# Sliding tungsten across one plane: where the resistance sits

A model of how dislocations move through tungsten can be built on the energy cost of sliding one half of a crystal over the other. The practical decision is whether the last energy below may be entered as the height of the barrier, and whether a simple sine curve may stand for its shape. The answer to the first is no, and a sine serves only as a rough shape. The energy is still climbing at the last row, and the shape of the curve can be understood from which atoms meet across the cut.

Rigid slide of bcc tungsten (a = 3.184 Å) across a (011) plane along ½[-1 1 -1], unrelaxed, with one fault per four-layer cell. Ansatz 0.2.0, plane-wave PAW, PBE, scalar-relativistic, no spin polarisation; cutoff 420 eV, Gamma-centred 22×22×7 k mesh, Gaussian smearing of 0.15 eV. Fault energies are free energies relative to the unslid crystal.

```
slip (fraction of the slip vector)  fault energy (mJ/m²)  shear traction (GPa (slope of the fault energy along the slip))
                                 0                     0                                                             0.00
                               0.1                   259                                                            17.91
                               0.2                   894                                                            25.90
                               0.3                  1563                                                            20.85
                               0.4                  1994                                                            10.04
```

The slid cells keep inversion as their only symmetry besides translations. The slip is given as a fraction of one nearest-neighbour distance, so a slip of 1 restores the crystal. The fault energy is the cost per area of the cut. The shear traction is its slope along the slip, that is, the stress with which the crystal resists being pushed further. These are density-functional results for a rigid slide, in which no atom may step aside.

## Four partners across the cut

Before the slide, each atom beside the cut has four close partners on the other side. Two are nearest neighbours at 2.76 Å and two are second neighbours at 3.18 Å. The slide brings one of each pair closer and carries the other away. At slip 0 the sideways pulls cancel by symmetry, which is why the traction starts at zero.

The distances follow from geometry alone. Let $x$ be the slip and $a$ the edge of the cubic cell. The two planes stay $a/\sqrt2$ apart, and the nearest neighbour being approached starts a further $a/2$ away within the plane. The slide of length $\sqrt3\,ax/2$ runs at an angle to that line whose cosine is $1/\sqrt3$, so that

$$d_1^2=a^2\left(\tfrac34-\tfrac{x}{2}+\tfrac34x^2\right).$$

The same steps for the approaching second neighbour give

$$d_2^2=a^2\left(1-x+\tfrac34x^2\right).$$

The first distance is shortest at $x=1/3$. At exactly that slip the second distance has come down to $\sqrt3\,a/2$, the normal nearest-neighbour distance. One third of the way is therefore a change of guard: the first contact has been passed, and the second is now as close as a nearest neighbour.

## Slip 0.2: pulled from behind, pushed from ahead

At slip 0.2 the first contact has been squeezed to 2.63 Å and is still getting shorter. Its partner on the far side has been stretched to 2.99 Å. A squeezed contact pushes back and a stretched bond pulls back, so both oppose the slide. They don't count equally, though, because a force resists the slide only as far as the slide changes its distance. By the next row the first contact shortens by less than 0.03 Å, while the stretched bond lengthens by more than 0.14 Å. The squeezed first contact is therefore expected to add little. The approaching second neighbour matters more: it closes in by 0.11 Å over the same step. The calculated force on an atom beside the cut points mainly along the cube axis away from that neighbour. The resistance is thus expected to be shared between the push of the second neighbour ahead and the pull of the partners left behind. This row has the largest traction of the five, 25.9 GPa.

The energy nevertheless gains slightly more in the next step, 669 mJ/m² against 635 mJ/m². There is no contradiction, because a step collects the traction over its whole length. The step up to 0.2 begins where the resistance is still building. The step after it begins at the high value and ends at 20.9 GPa, so its average is a little higher.

## Slip 0.4: a rise without a closer contact

The last row looks odd if one watches only the shortest distance between atoms. That distance is 2.60 Å at slip 0.3 and 2.61 Å at 0.4, yet the energy climbs by another 431 mJ/m². One ever tighter contact can't be the whole story.

The second contact supplies what is missing. By slip 0.4 it has shrunk to 2.70 Å, so each atom beside the cut now has two partners that are too close instead of one. The old nearest neighbour has meanwhile moved off to 3.29 Å, and its bond should be clearly weaker. Crowding and lost bonding both add to the cost.

The stress at right angles to the plane fits this picture. Averaged over the cell, it rises from 9.4 to 10.7 GPa between the last two rows, although the shortest distance has stopped shrinking. The two halves press apart harder than before. The average spreads the push over four layers, so on the cut itself it is expected to be about four times larger.

The traction falls all the same, to 10.0 GPa. The first contact is now past its closest point, and in this picture it pushes the slide forward a little. A new partner further ahead also comes nearer and should pull the atom on, while the old neighbour pulls it back. At slip 0.5 these two are equally far away. Until then the forces that oppose the slide win, by a shrinking margin.

## Why a sine curve fails

A sine-shaped traction, as in a Frenkel model, would be the same at slips 0.1 and 0.4. The calculation gives 1.8 times as much at 0.1. Resistance leans towards the early part of the climb, probably because the two approached partners close in fastest at the start, while the old bonds being stretched are still strong. A sine of the height estimated below would still come near the largest traction, with 24.3 GPa against 25.9 GPa; what it misplaces is where the resistance sits. The energy curve therefore has a steep flank and a broad top.

The distances are certain, but the division of labour between contacts is an argument. Tungsten is held together by d electrons whose bonds depend on direction and on several atoms at once. The calculation gives one total energy, not a share for each contact. The picture explains the order of events and can't predict their size.

## How high is the top?

The top is expected at slip 0.5, which was not calculated. Slips of $x$ and $1-x$ are equivalent in this crystal, so the curve must be level halfway, and the falling traction gives no sign of a dip there. There the two short contacts are equal, at 2.64 Å, and their sideways pushes cancel. So do the pulls of the old neighbour and the new partner ahead.

The missing piece can be estimated by letting the traction fall in a straight line from its last value to zero. The remaining path is a tenth of 2.757 Å, and 1 GPa acting over 1 Å costs 100 mJ/m²:

$$\tfrac12\times10.04\times0.2757\times100\approx138\ \text{mJ/m}^2.$$

Added to 1994 mJ/m², this puts the top near 2130 mJ/m². The last row thus falls short of the estimated rigid barrier by 6 to 7 %. The same straight-line rule, tried on the step from 0.3 to 0.4, gives 426 mJ/m² where the calculation has 431.

## What to enter in a model

For this cell, even 2130 mJ/m² is too high once the atoms may relax. The pressure between the halves shows that they would move apart if allowed, and that would lower the energy by an amount these runs don't give. The cut also repeats every four layers, and no thicker cell is at hand to show whether neighbouring cuts disturb each other. The tractions are not yield strengths either: real tungsten gives way at far lower stress, because dislocations let the slip advance a little at a time.

A close-packed metal such as copper, slid along its easy path, makes a useful contrast. There the moving atoms drop into a new set of hollows with three nearest neighbours below each of them, as before, and the energy falls most of the way back, to a minimum: a stable stacking fault. Halfway along the tungsten path an atom finds two crowded partners, and the next two are as far off as 3.47 Å. To guess the curve for another crystal, follow the partners across the cut and ask whether the slide leads to a new hollow or only over a ridge.
